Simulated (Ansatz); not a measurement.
**Straining Au**

Computed with DFT PBE, scalar-relativistic, plane waves, PAW (Ansatz). Settings: 420 eV cutoff, 16×16×16 k-mesh, Gaussian smearing of 0.10 eV, no spin polarisation.

Reference structure (relaxed):

```
Au
1.0
     3.30131    0.00000    0.00000
     0.00000    3.30131    0.00000
     0.00000    0.00000    3.30131
Au
2
Cartesian
  0.0000 0.0000 0.0000
  1.6507 1.6507 1.6507
```

Deformation: uniaxial strain along a, with the lengths of b and c and the atoms relaxed and the angles held, all within the symmetry that the strain leaves. Energies are extrapolated to zero smearing. Stress is positive in compression, on the Cartesian axes of the cell above. The crystal is soft along this strain: near the reference the energy changes by no more than the mesh and smearing resolve. On this cell's mesh the reference holds a stress of up to 0.33 GPa.

Spin–orbit coupling is left out, which can shift energies with elements as heavy as these.

```tsv
strain (%)	ΔE (meV/atom)	a (Å)	b (Å)	c (Å)	σxx (GPa)	σyy (GPa)	σzz (GPa)
-6.0	-2.4	3.103	3.412	3.412	-0.67	-0.01	-0.01
-4.0	-1.4	3.169	3.375	3.375	-0.54	-0.01	-0.01
-2.0	-0.5	3.235	3.340	3.340	-0.26	-0.01	-0.01
+0.0	0.0	3.301	3.301	3.301	0.33	0.33	0.33
+2.0	-0.2	3.367	3.273	3.273	-0.06	0.00	0.00
+4.0	0.0	3.433	3.239	3.239	0.40	0.00	0.00
+6.0	-1.9	3.499	3.205	3.205	1.02	0.01	0.01
```

This bcc form isn't the element's structure at ambient conditions.